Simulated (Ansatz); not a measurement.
Here is an Ansatz 0.2.0 calculation.

The input input.yaml:

```yaml
crystal:
  lattice:
    - [0.0, 2.82685, 2.82685]
    - [2.82685, 0.0, 2.82685]
    - [2.82685, 2.82685, 0.0]
  atoms:
    - { symbol: As, position: [0.75, 0.75, 0.75] }
    - { symbol: Ga, position: [0.0, 0.0, 0.0] }
hamiltonian:
  xc: pbe
  pseudopotentials: { kind: paw }
kpoints:
  mp_grid: { grid: [8, 8, 8] }
scf:
  occupations: { method: fermi_dirac, width: 0.05 }
basis:
  ecutwfc: "600 eV"
output:
  forces: true
  stress: true
  eigenvalues: true
  write_density: true
  write_potential: true
  elf: true
  volumetric_format: npy
```

Potentials or basis: Ansatz PAW.

Launch:

```console
$ ansatz run input.yaml --threads 2 --pin off --max-ram 5120MiB --backend cpu --events-out ev --progress --plain --runs-dir out
```

Task: Predict the pressure.

Result: 3.3 GPa.

Task: What does it give for the band gap on the k mesh?

Result: 0.52 eV, direct.

**The experiment to reproduce.**

“Evidence of valence band perturbations in GaAsN/GaAs(001): A combined variable-angle spectroscopic ellipsometry and modulated photoreflectance investigation”, 2008, arxiv:0805.2212 reports, for a bulk crystal of GaAs at 300 K: band gap 1.418 ± 0.005 eV (direct).

Measured gap of GaAs: 1.418 eV (direct; 300 K; “Evidence of valence band perturbations in GaAsN/GaAs(001): A combined variable-angle spectroscopic ellipsometry and modulated photoreflectance investigation”, 2008, arxiv:0805.2212). This calculation gives 0.52 eV (-0.90 eV). 3 values of this kind are on record (1.412 to 1.51 eV); this one was drawn at random among those near their median, those with a stated uncertainty first. Spin-orbit coupling on As, Ga is left out. The value is that of PBE on a finite k mesh, which can miss the band edges, without temperature or zero-point motion. Semilocal functionals fall short of measured gaps as a rule.
